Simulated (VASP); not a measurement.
# Si (Imma) in VASP: phonons with LDA

Aim: the phonons of Si with LDA.

Program: VASP 6.6.1. These are calculated values, not measurements. Logs are shortened: lines on timing, memory, paths and dates and some standing lists are left out, and cuts for length are marked.

## Step 1: Starting point

The structure is orthorhombic, space group Imma (No. 74). Conventional cell: a = 3.831 Å, b = 3.994 Å, c = 5.352 Å, α = 90.00°, β = 90.00°, γ = 90.00°. Si (site symmetry mm2) has 4 Si at 2.35 to 2.39 Å as nearest neighbours.

## Step 2: Phonons, LDA

POSCAR reads:

```
Si
1.0
    0.0577217258      2.7663982742      2.6762435158
    2.7663982742      0.0577217258      2.6762435158
    2.8241200000      2.8241200000      0.0000000000
Si
2
Direct
    0.0026634000      0.0026634000      0.9973370000
    0.2473360000      0.2473360000      0.2526640000
```

INCAR.step1 reads:

```
ALGO = Fast
EDIFF = 1E-8
EDIFFG = -0.002
ENCUT = 600
GGA = CA
IBRION = 2
ISIF = 3
ISMEAR = 0
LASPH = True
LCHARG = False
LREAL = False
LWAVE = False
NELM = 60
NSW = 40
PREC = Accurate
SIGMA = 0.01
```

INCAR.step2 reads:

```
ALGO = Fast
EDIFF = 1E-8
ENCUT = 600
GGA = CA
IBRION = 6
ISIF = 2
ISMEAR = 0
LASPH = True
LCHARG = False
LREAL = False
LWAVE = False
NELM = 60
NFREE = 2
NSW = 1
POTIM = 0.015
PREC = Accurate
SIGMA = 0.01
```

KPOINTS reads:

```
k-points
0
Gamma
  10 10 10
```

Potentials or basis: VASP PAW LDA potentials, release 64 (Si).

Command:

```
$ cat potpaw_LDA.64/Si/POTCAR > POTCAR
$ cp INCAR.step1 INCAR
$ mpirun -np 1 vasp_std > vasp.out
$ cp CONTCAR POSCAR
$ cp INCAR.step2 INCAR
$ mpirun -np 1 vasp_std > vasp.out
```

OUTCAR:

```text
EDIFF = 1E-8
   ENCUT = 600
   GGA = CA
   IBRION = 6
   ISIF = 2
   ISMEAR = 0
   LASPH = True
   LREAL = False
   NELM = 60
   NFREE = 2
   NSW = 1
   POTIM = 0.015
   PREC = Accurate

 ion  position               nearest neighbor table
   1  1.000  1.000  0.000-   2 2.34   2 2.34   2 2.34   2 2.34
   2  0.250  0.250  0.250-   1 2.34   1 2.34   1 2.34   1 2.34

  LATTYP: Found a body centered orthorhombic cell.
 ALAT       =     3.8203920833
 B/A-ratio  =     1.0000338687
 C/A-ratio  =     1.4141863118

  Lattice vectors:

 A1 = (   2.7014708957,   0.0000457468,  -2.7013730950)
 A2 = (  -2.7014708957,  -0.0000457468,  -2.7013730950)
 A3 = (   0.0000457468,   2.7014708957,   2.7013730950)

Analysis of symmetry for initial positions (statically):
=====================================================================
 Subroutine PRICEL returns:
 Original cell was already a primitive cell.

 Routine SETGRP: Setting up the symmetry group for a
 body centered orthorhombic supercell.

 Subroutine GETGRP returns: Found  8 space group operations
 (whereof  4 operations were pure point group operations)
 out of a pool of  8 trial point group operations.

The static configuration has the point symmetry C_2v.
 The point group associated with its full space group is D_2h.

Analysis of symmetry for dynamics (positions and initial velocities):
=====================================================================
 Subroutine PRICEL returns:
 Original cell was already a primitive cell.

 Routine SETGRP: Setting up the symmetry group for a
 body centered orthorhombic supercell.

 Subroutine GETGRP returns: Found  8 space group operations
 (whereof  4 operations were pure point group operations)
 out of a pool of  8 trial point group operations.

The dynamic configuration has the point symmetry C_2v.
 The point group associated with its full space group is D_2h.

 Subroutine INISYM returns: Found  8 space group operations
 (whereof  4 operations are pure point group operations),
 and found     1 'primitive' translations

----------------------------------------------------------------------------------------

                                     Primitive cell

  volume of cell :      39.4289

  direct lattice vectors                    reciprocal lattice vectors
     0.000045747  2.701470896  2.701373095    -0.185087490  0.185087490  0.185091056
     2.701470896  0.000045747  2.701373095     0.185087490 -0.185087490  0.185091056
     2.701516643  2.701516643  0.000000000     0.185081221  0.185081221 -0.185091056

  length of vectors
     3.820387624  3.820387624  3.820521475     0.320582996  0.320582996  0.320575757

  position of ions in fractional coordinates (direct lattice)
     0.999997867  0.999997867  0.000002533
     0.250001533  0.250001533  0.249998467

  ion indices of the primitive-cell ions
   primitive index   ion index
                 1           1
                 2           2

----------------------------------------------------------------------------------------

 KPOINTS: k-points

Automatic generation of k-mesh.
 Grid dimensions read from file:
 generate k-points for:   10   10   10

 Generating k-lattice:

  Cartesian coordinates                     Fractional coordinates (reciprocal lattice)
    -0.018508749  0.018508749  0.018509106     0.100000000  0.000000000  0.000000000
     0.018508749 -0.018508749  0.018509106     0.000000000  0.100000000  0.000000000
     0.018508122  0.018508122 -0.018509106    -0.000000000 -0.000000000  0.100000000

  Length of vectors
     0.032058300  0.032058300  0.032057576

[... 61 lines left out ...]
   POTIM  = 0.0150    time-step for ionic-motion
   TEBEG  =    0.0;   TEEND  =   0.0 temperature during run
   PSTRESS=    0.0 pullay stress
   NELECT =       8.0000    total number of electrons
   NUPDOWN=      -1.0000    fix difference up-down
   EMIN   =  10.00;   EMAX   =-10.00  energy-range for DOS
   EFERMI =   0.00;   METHOD = LEGACY
   ISMEAR =     0;   SIGMA  =   0.01  broadening in eV -4-tet -1-fermi 0-gaus
   EFERMI_NEDOS =   21; number of points for ismear=-14 and -15
   IALGO  =     68    algorithm
   IMIX   =      4    mixing-type and parameters
     AMIX     =   0.40;   BMIX     =  1.00
     AMIX_MAG =   1.60;   BMIX_MAG =  1.00
  volume/ion in A,a.u.               =      19.71       133.04
  Fermi-wavevector in a.u.,A,eV,Ry     =   0.961981  1.817880 12.590930  0.925407
  Thomas-Fermi vector in A             =   2.091400
   LORBIT       =      0    0 simple, 1 ext, 2 COOP (PROOUT), +10 PAW based schemes
   GGA     = CA    functional components
   LHFCALC =     F    Hartree Fock is set to
   AEXX    =    0.0000 exact exchange contribution
   IVDW    =     0    specifies the selected vdW correction
   LEPSILON=     F    determine dielectric tensor
   LRPA    =     F    only Hartree local field effects (RPA)
 finite differences with symmetry
 non-spin polarized calculation
 RMM-DIIS sequential band-by-band and
 Gauss-broadening in eV      SIGMA  =   0.01
  energy-cutoff  :      600.00
  volume of cell :       39.43
 maximum number of plane-waves:      1363
   NGX = 15   NGY = 15   NGZ = 15

--------------------------------------- Ionic step        1  -------------------------------------------

 number of electron       7.9999999 magnetization

 Free energy of the ion-electron system (eV)
  ---------------------------------------------------
  ext. energy  EPLUGINS =         0.00000000
  ---------------------------------------------------
  free energy    TOTEN  =       -11.91928952 eV

  energy without entropy =      -11.91928952  energy(sigma->0) =      -11.91928952

------------------------ aborting loop because EDIFF is reached ----------------------------------------

  FORCE on cell =-STRESS in cart. coord.  units (eV):
  Direction    XX          YY          ZZ          XY          YZ          ZX
  --------------------------------------------------------------------------------------
  -------------------------------------------------------------------------------------
  Total        0.0003951      0.0003951      0.0012588     -0.0010771      0.0000000      0.0000000
  in kB        0.0160542      0.0160542      0.0511493     -0.0437676      0.0000000      0.0000000
  external PRESSURE =       0.0277525 kB  Pullay stress =       0.0000000 kB
[... 131 lines left out ...]
--------------------------------------- Ionic step        5  -------------------------------------------

 number of electron       8.0000000 magnetization

 Free energy of the ion-electron system (eV)
  ---------------------------------------------------
  ext. energy  EPLUGINS =         0.00000000
  ---------------------------------------------------
  free energy    TOTEN  =       -11.91775345 eV

  energy without entropy =      -11.91775345  energy(sigma->0) =      -11.91775345

 E-fermi :   6.0982     XC(G=0):  -9.6637

 val. band max:        6.0005977651   @ k =   0.0000   0.0000   0.0000
 cond. band min:       6.3794068895   @ k =   0.4000   0.4000   0.0000
 fundamental gap:      0.3788091244
 Fermi energy:         6.0982132072

 k-point     1 :       0.0000    0.0000    0.0000
  band No.  band energies     occupation
      1      -6.1351      2.00000
      2       5.8554      2.00000
      3       5.9288      2.00000
      4       6.0006      2.00000
      5       8.4157      0.00000
      6       8.4577      0.00000
      7       8.5016      0.00000
      8       9.3141      0.00000
[... 243 lines left out ...]
 k-point    24 :       0.4000    0.3000    0.0000
  band No.  band energies     occupation
      1      -3.9423      2.00000
      2       0.4846      2.00000
      3       2.9871      2.00000
      4       3.4846      2.00000
      5       6.8867      0.00000
      6       8.0409      0.00000
      7      12.8771      0.00000
      8      12.9866      0.00000

 [... further k-points ...]
[... 5 lines left out ...]
  --------------------------------------------------------------------------------------
  -------------------------------------------------------------------------------------
  Total        0.0041456      0.0041456      0.0012046     -0.1503483      0.0000000      0.0000000
  in kB        0.1684541      0.1684541      0.0489478     -6.1093363      0.0000000      0.0000000
  external PRESSURE =       0.1286187 kB  Pullay stress =       0.0000000 kB
[... 17 lines left out ...]
  FREE ENERGIE OF THE ION-ELECTRON SYSTEM (eV)
  ---------------------------------------------------
  free  energy   TOTEN  =       -11.9177534508 eV

  energy  without entropy=      -11.9177534508  energy(sigma->0) =      -11.91775345

 INTERNAL STRAIN TENSORS FROM DISPLACED ATOMS
 ============================================

 INTERNAL STRAIN TENSOR FOR ION    1 for displacements in x,y,z  (eV/Angst):
          X           Y           Z          XY          YZ          ZX
  --------------------------------------------------------------------------------
  x    -0.00000    -0.00000    -0.00000     0.00000     9.94802    -0.00198
  y     0.00000     0.00000     0.00000    -0.00000    -0.00198     9.94802
  z    -0.00197    -0.00197    -0.00122     9.94943     0.00000    -0.00000

 INTERNAL STRAIN TENSOR FOR ION    2 for displacements in x,y,z  (eV/Angst):
          X           Y           Z          XY          YZ          ZX
  --------------------------------------------------------------------------------
  x     0.00000     0.00000     0.00000    -0.00000    -9.94802     0.00198
  y    -0.00000     0.00000     0.00000     0.00000     0.00198    -9.94802
  z     0.00197     0.00197     0.00122    -9.94943     0.00000     0.00000

 Eigenvectors and eigenvalues of the dynamical matrix
 ----------------------------------------------------

   1 f  =   15.372841 THz    96.590407 2PiTHz  512.782773 cm-1    63.576932 meV
             X         Y         Z           dx          dy          dz
      2.701518  2.701518  5.402735     0.500000   -0.500000   -0.000000
      1.350758  1.350758  1.350695    -0.500000    0.500000    0.000000
[... 16 lines left out ...]
   5 f  =    0.000000 THz     0.000000 2PiTHz    0.000000 cm-1     0.000000 meV
             X         Y         Z           dx          dy          dz
      2.701518  2.701518  5.402735     0.000000    0.000000    0.707107
      1.350758  1.350758  1.350695    -0.000000    0.000000    0.707107

   6 f/i=    0.000000 THz     0.000000 2PiTHz    0.000001 cm-1     0.000000 meV
             X         Y         Z           dx          dy          dz
      2.701518  2.701518  5.402735    -0.707107    0.000094   -0.000000
      1.350758  1.350758  1.350695    -0.707107    0.000094    0.000000

 ELASTIC MODULI CONTR FROM IONIC RELAXATION (kBar)
 Direction    XX          YY          ZZ          XY          YZ          ZX
 --------------------------------------------------------------------------------
 XX          -0.0000     -0.0000     -0.0000      0.0587      0.0000     -0.0000
 YY          -0.0000     -0.0000     -0.0000      0.0587      0.0000     -0.0000
 ZZ          -0.0000     -0.0000     -0.0000      0.0364      0.0000     -0.0000
 XY           0.0587      0.0587      0.0364   -296.2843     -0.0000      0.0000
 YZ           0.0000      0.0000      0.0000     -0.0000   -296.1969      0.0750
 ZX          -0.0000     -0.0000     -0.0000      0.0000      0.0750   -296.1969
 --------------------------------------------------------------------------------
```

Run time: 5.2 min. Hardware: 1 thread of Intel Xeon 6975P-C (Granite Rapids), shared host; peak memory 0.37 GiB.

What came out:

* Relaxed volume: 19.71 Å³/atom
* Relaxed cell: a = 3.820 Å, b = 3.820 Å, c = 3.821 Å, α = 60.00°, β = 60.00°, γ = 60.00°
* Space group after relaxing (to 0.05 Å): Fd-3m (No. 227)
* Highest phonon frequency at Γ: 513 cm⁻¹

The path:
```tsv
step	energy change (eV)	largest force (eV/Å)	pressure (GPa)	volume (Å³)
1	0.0000	0.0001	-3.38	40.94
2	-0.0263	0.3520	2.67	38.42
3	-0.0329	0.2235	0.63	39.16
4	-0.0396	0.0459	0.31	39.30
5	-0.0405	0.0503	0.13	39.38
6	-0.0405	0.0380	-0.13	39.48
7	-0.0407	0.0031	-0.01	39.43
8	-0.0407	0.0040	0.00	39.43
9	-0.0407	0.0020	0.00	39.43
10	-0.0407	0.0004	0.01	39.43
```

Final structure:
```
CELL_PARAMETERS angstrom
0.00005 2.70147 2.70137
2.70147 0.00005 2.70137
2.70152 2.70152 0.00000
ATOMIC_POSITIONS crystal
Si 0.00000 0.00000 0.00000
Si 0.25000 0.25000 0.25000
```

Phonon frequencies in cm⁻¹ (negative: imaginary):
```
              q point        frequencies
(0.000, 0.000, 0.000)  0 0 0 513 513 513
```
